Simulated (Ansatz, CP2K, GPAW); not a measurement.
**As: programs and potentials compared**

```
CELL_PARAMETERS angstrom
4.13100 0.00000 0.00000
2.41839 3.34911 0.00000
2.41839 1.23667 3.11243
ATOMIC_POSITIONS crystal
As 0.22600 0.22600 0.22600
As 0.77400 0.77400 0.77400
```

Alike in all runs: task single point; functional PBEsol; k mesh 9 × 9 × 9; occupations gaussian, width 0.02 eV; no spin polarisation; no spin-orbit coupling. Pressure is positive in compression and, in plane waves, holds the error of the finite cutoff, which Ansatz's Pulay term estimates and takes out.

```tsv
program and potentials	plane-wave cutoff (eV)	notes	pressure (GPa)	largest force (eV/Å)
Ansatz, Ansatz PAW	420	potentials made for PBE, which Ansatz adapts in part; 15 valence electrons an atom on average	?	?
Ansatz, all-electron LAPW, scalar-relativistic	-	-	0.31	0.370
GPAW, PAW data sets generated for this functional	600	5 valence electrons an atom on average	0.52	0.428
CP2K, POTENTIAL_UZH As GTH-PBE-q5; TZVP-MOLOPT-PBE-GTH basis	-	atomic basis; potentials made for PBE; 5 valence electrons an atom on average	2.69	0.642
```

Question: Estimate from the other rows what the run with Ansatz, Ansatz PAW gave.

Answer: Pressure 0.30 GPa; largest force 0.373 eV/Å. Its pressure holds a Pulay term of +0.02 GPa. The other rows, which needn't bracket it: pressure 0.31 to 2.69; largest force 0.370 to 0.642.
